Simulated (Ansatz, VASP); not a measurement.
# BP in VASP and in Ansatz

INCAR

```
SYSTEM = BP
  PREC = Accurate
  ENCUT = 520
  EDIFF = 1E-6
  ISMEAR = 0
  SIGMA = 0.05
  LREAL = .FALSE.
  LASPH = .TRUE.
  NELM = 60
  ALGO = Normal
  ISIF = 2
  LWAVE = .FALSE.
  LCHARG = .TRUE.
  GGA = PE
  LELF = .TRUE.
  LVHAR = .TRUE.
  NBANDS = 11
```

KPOINTS

```
regular mesh
0
G
  12 12 12
  0 0 0
```

The input POSCAR:

```
BP
1.0
    0.0000000000      2.1931691222      2.3766462096
    2.3766462096      0.0000000000      2.3766462096
    2.3766462096      2.1931691222      0.0000000000
B P
1 1
Direct
    0.0000000000      0.0000000000      0.0000000000
    0.7500000000      0.7500000000      0.7500000000
```

Input for Ansatz:

```yaml
crystal:
  lattice:
    - [0.0, 2.1931691222, 2.3766462096]
    - [2.3766462096, 0.0, 2.3766462096]
    - [2.3766462096, 2.1931691222, 0.0]
  atoms:
    - { symbol: B, position: [0.0, 0.0, 0.0] }
    - { symbol: P, position: [0.75, 0.75, 0.75] }
basis:
  ecutwfc: 520.0
kpoints:
  mp_grid: { grid: [12, 12, 12] }
hamiltonian:
  xc: pbe
scf:
  occupations: { method: gaussian, width: 0.05 }
output:
  forces: true
  stress: true
  eigenvalues: true
```

Alike in both runs: task single point; functional PBE; k mesh 12 × 12 × 12; occupations gaussian, width 0.05 eV; no spin polarisation.

|  | VASP | Ansatz |
| --- | --- | --- |
| version | VASP 6.6.1 | Ansatz 0.2.0 |
| potentials or method | VASP PAW PBE potentials, release 64 (B, P) | scalar-relativistic, plane waves, PAW |
| plane-wave cutoff (eV) | 520 | 520 |
| valence electrons in the cell | 8 | 8 |

VASP gave:

```
gap on the k mesh at the Fermi level (eV)       : 0.18
least direct gap on the mesh (eV)               : 2.58
pressure (GPa)                                  : -7.9
largest component of the traceless stress (GPa) : 12.19
```

Q: Estimate Ansatz's values.

A: gap on the k mesh at the Fermi level (eV): 0.19; least direct gap on the mesh (eV): 2.58; pressure (GPa): -7.7; largest component of the traceless stress (GPa): 12.18.

The functional is the same, so the differences come from potentials, cutoffs and numerics.

A k mesh can miss the band edges.
